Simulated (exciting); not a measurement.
# Core excitons at the Br K edge of RbBr, part 2 of 2

Aim: the Br K absorption edge of RbBr with the electron–hole interaction treated explicitly, and what each term of the kernel does.

exciting sodium; X-ray absorption, core-level Bethe-Salpeter equation, exchange and statically screened direct term, Tamm-Dancoff, all-electron LAPW+lo LDA.

So far. Step 7 (Direct term alone): Maxima (height): 0.7 eV (1.00), 3.3 eV (0.79), 9.5 eV (0.48) and 16.5 eV (0.41). The spectrum is that of the singlet run within 1 %. Step 8 (A changed run): Wall time by task: xsgeneigvec 5.3 s, screen 9.2 s, scrcoulint 63 s, exccoulint 4.6 s, bse 84 s.

The database entry behind the starting cell differs from later determinations by our own check (about 0.5 % short), so it need not match the best structure at ambient conditions.

## (9) Ground state with other settings

Level of this step: all-electron LAPW+lo DFT, LDA, ZORA valence, Dirac core, self-consistent field (exciting).

In this try the input is made faulty on purpose, to show what that does.

Input file input.xml:

```
<input>
  <title>RbBr</title>
  <structure speciespath="." autormt="false" epslat="1.0e-5">
    <crystal>
      <basevect>0.0000000000 6.4760914279 6.4760914279</basevect>
      <basevect>6.4760914279 0.0000000000 6.4760914279</basevect>
      <basevect>6.4760914279 6.4760914279 0.0000000000</basevect>
    </crystal>
    <species speciesfile="Rb.xml" rmt="2.464">
      <atom coord="0.0000000000 0.0000000000 0.0000000000"/>
    </species>
    <species speciesfile="Br.xml" rmt="2.300">
      <atom coord="0.5000000000 0.5000000000 0.5000000000"/>
    </species>
  </structure>
  <groundstate do="fromscratch" xctype="LDA_PW" ngridk="3 3 3" rgkmax="7" gmaxvr="14" nempty="8" swidth="0.001" maxscl="3" epsengy="1e-5"/>
</input>
```

Input file SPECIES.xml, added lines:

```
<lo l="L">  <!-- L = 0, 1, 2 -->
  <wf matchingOrder="0" trialEnergy="0.1500" searchE="false"/>
  <wf matchingOrder="1" trialEnergy="0.1500" searchE="false"/>
  <wf matchingOrder="0" trialEnergy="0.9000" searchE="false"/>
</lo>
```

Run with:

```bash
$ OMP_NUM_THREADS=1 mpirun -n 4 exciting
```

Numbers of over 12 decimals in the logs are rounded to 6 here.

The program printed:

```text
EXCITING SODIUM started
********************************************************************************
* Ground-state run starting from atomic densities                              *
********************************************************************************
+ Starting initialization                                                      +
[... lattice and species ...]
 Spin treatment                             :    spin-unpolarised
 Number of Bravais lattice symmetries       :      48
 Number of crystal symmetries               :      48
 k-point grid                               :       3    3    3
 Total number of k-points                   :       4
 k-point set is reduced with crystal symmetries
 R^MT_min * |G+k|_max (rgkmax)              :       7.00000000
 Species with R^MT_min                      :       2 (Br)
 Maximum |G+k| for APW functions            :       3.04347826
 Maximum |G| for potential and density      :      14.00000000
 G-vector grid sizes                        :      45    45    45
 Total number of G-vectors                  :   25125
 Maximum angular momentum used for
     APW functions                          :       8
     computing H and O matrix elements      :       8
     potential and density                  :       8
     inner part of muffin-tin               :       2
 Total nuclear charge                       :     -72.00000000
 Total electronic charge                    :      72.00000000
 Total core charge                          :      46.00000000
 Total valence charge                       :      26.00000000
 Number of empty states                     :       8
 Total number of valence states             :      22
 Maximum Hamiltonian size                   :     300
 Maximum number of plane-waves              :     259
 Total number of local-orbitals             :      41
 Exchange-correlation type                  :       3
     Perdew-Wang, Phys. Rev. B 45, 13244 (1992)
 Smearing scheme                            :    Gaussian
 Smearing width                             :       0.00100000
 Using multisecant Broyden potential mixing
+ Ending initialization                                                        +
********************************************************************************
* Groundstate module started                                                   *
********************************************************************************
 Output level for this task is set to normal
+ Self-consistent loop started                                                 +
 Density and potential initialised from atomic data
+ SCF iteration number :    1                                                  +
 Total energy                               :     -5584.01608251
 _______________________________________________________________
[...]
Total energy                               :     -5582.34256234
 _______________________________________________________________
 Fermi energy                               :         0.03769888
 Kinetic energy                             :      5729.08977671
 Coulomb energy                             :    -11125.13364601
 Exchange energy                            :      -179.74359958
 Correlation energy                         :        -6.55509346
 DOS at Fermi energy (states/Ha/cell)       :         0.00000000
 Electron charges :
     core                                   :        46.00000000
     core leakage                           :         0.00024498
     valence                                :        26.00000000
     interstitial                           :         3.53985671
     charge in muffin-tin spheres :
                  atom     1    Rb          :        35.15197317
                  atom     2    Br          :        33.30817012
     total charge in muffin-tins            :        68.46014329
     total charge                           :        72.00000000
 Estimated fundamental gap                  :         0.15732705
        valence-band maximum at    1      0.0000  0.0000  0.0000
     conduction-band minimum at    1      0.0000  0.0000  0.0000
 RMS change in effective potential (target) :  0.184772E-01  ( 0.100000E-05)
 Absolute change in total energy   (target) :   1.67352      ( 0.100000E-04)
 Charge distance                   (target) :  0.266718E-02  ( 0.100000E-04)
+ Reached self-consistent loops maximum :    3                                 +
 Total energy                               :     -5581.65525141
 _______________________________________________________________
 Fermi energy                               :         0.04283044
 Kinetic energy                             :      5729.63659395
 Coulomb energy                             :    -11125.01276379
 Exchange energy                            :      -179.72501092
 Correlation energy                         :        -6.55407064
 DOS at Fermi energy (states/Ha/cell)       :         0.00000000
 Electron charges :
     core                                   :        46.00000000
     core leakage                           :         0.00024467
     valence                                :        26.00000000
     interstitial                           :         3.57955615
     charge in muffin-tin spheres :
                  atom     1    Rb          :        35.16278915
                  atom     2    Br          :        33.25765470
     total charge in muffin-tins            :        68.42044385
     total charge                           :        72.00000000
 Estimated fundamental gap                  :         0.15034231
        valence-band maximum at    1      0.0000  0.0000  0.0000
     conduction-band minimum at    1      0.0000  0.0000  0.0000
+ Self-consistent loop stopped                                                 +
 STATE.OUT is written
********************************************************************************
* Groundstate module stopped                                                   *
********************************************************************************
 Total time spent (seconds)                 :         5.02
- CAUTION! Warnings have been written in file WARNING.OUT !                    -
| EXCITING SODIUM stopped                                                      =
```

The job ended after 6 s (4 MPI ranks of Intel Xeon at 2.70GHz, shared host).

The run stopped without converging, so none of its numbers is a property of the system.

The fault put into the input: the self-consistent loop is cut at three steps.

## (10) From independent particles to the full kernel

```
      level  curve passes 0.15 (eV)  highest maximum (eV)  its height
         IP                     0.3                   7.0        0.65
        RPA                     0.3                   7.0        0.65
direct only                    -2.9                   0.7        1.00
    singlet                    -2.9                   0.7        1.00
```

```
E (eV)    IP   RPA  direct only  singlet
  -9.0  0.02  0.02         0.03     0.03
  -8.0  0.02  0.02         0.04     0.04
  -7.0  0.02  0.02         0.04     0.04
  -6.0  0.02  0.02         0.05     0.05
  -5.0  0.03  0.03         0.07     0.07
  -4.0  0.04  0.04         0.10     0.10
  -3.0  0.05  0.05         0.15     0.15
  -2.0  0.06  0.06         0.24     0.24
  -1.0  0.08  0.08         0.45     0.45
   0.0  0.13  0.13         0.84     0.84
   1.0  0.22  0.22         0.98     0.98
   2.0  0.37  0.37         0.81     0.81
   3.0  0.50  0.50         0.78     0.78
   4.0  0.54  0.54         0.75     0.75
   5.0  0.60  0.60         0.65     0.65
   6.0  0.62  0.62         0.53     0.53
   7.0  0.64  0.64         0.41     0.41
   8.0  0.57  0.57         0.40     0.40
   9.0  0.45  0.45         0.47     0.47
  10.0  0.48  0.48         0.47     0.47
  11.0  0.51  0.51         0.45     0.45
  12.0  0.49  0.49         0.44     0.44
  13.0  0.49  0.49         0.42     0.42
  14.0  0.49  0.49         0.39     0.39
  15.0  0.49  0.49         0.39     0.39
  16.0  0.47  0.47         0.40     0.40
  17.0  0.48  0.48         0.41     0.41
  18.0  0.51  0.51         0.40     0.40
  19.0  0.54  0.54         0.37     0.37
  20.0  0.57  0.57         0.30     0.30
  21.0  0.51  0.51         0.28     0.28
  22.0  0.47  0.47         0.27     0.27
```

## (11) Summary of results

```
absorber and edge   : Br K, atom 2
surroundings        : 6 Rb at 3.43 Å (octahedral, site symmetry m-3m)
first bright state  : -0.33 eV from the Kohn–Sham onset, on this mesh
highest maximum     : 0.7 eV
cost of the BSE run : 28 min on 4 MPI ranks of Intel Xeon at 2.70GHz, shared host; the last task ran on as many threads
```

In words: Is a core exciton bound? Undecided on this mesh: the first bright state (over 5 % of the brightest) lies at -0.33 eV from the Kohn–Sham onset and at -0.63 eV from the lowest bare transition of its own mesh; weaker or dark states reach down to -1.10 eV. Exchange alone changes the independent-particle spectrum by 0.0 % r.m.s. Leaving exchange out of the full kernel changes the spectrum by 0.0 % r.m.s. A mesh of 64 points doesn't converge binding energies, and fine structure above the first lines is partly noise of the mesh. Exchange and the short-range direct term aren't converged in the kernel cutoff. The zero comes from the unshifted 3×3×3 ground-state mesh; it is exact only where the band minimum lies on that mesh. The Kohn–Sham onset, 13287 eV, is no photon energy: the scale needs a rigid shift. No quasiparticle correction widens the gap or stretches the bands. Vibrations and energy-dependent lifetimes are left out. The structure is a published determination, not relaxed.

[Banner, clock and machine lines of the logs are left out without a mark of their own.]

[Logs are printed without paths, hosts, clocks, repeated set-up lines and the standing remarks that a program may print on its own settings, such as how far it seeks lower states.]

[Hosts, paths, dates, database ids (printed as entryN), source tags and the programs' standing remarks are cut or masked in the printed files.]
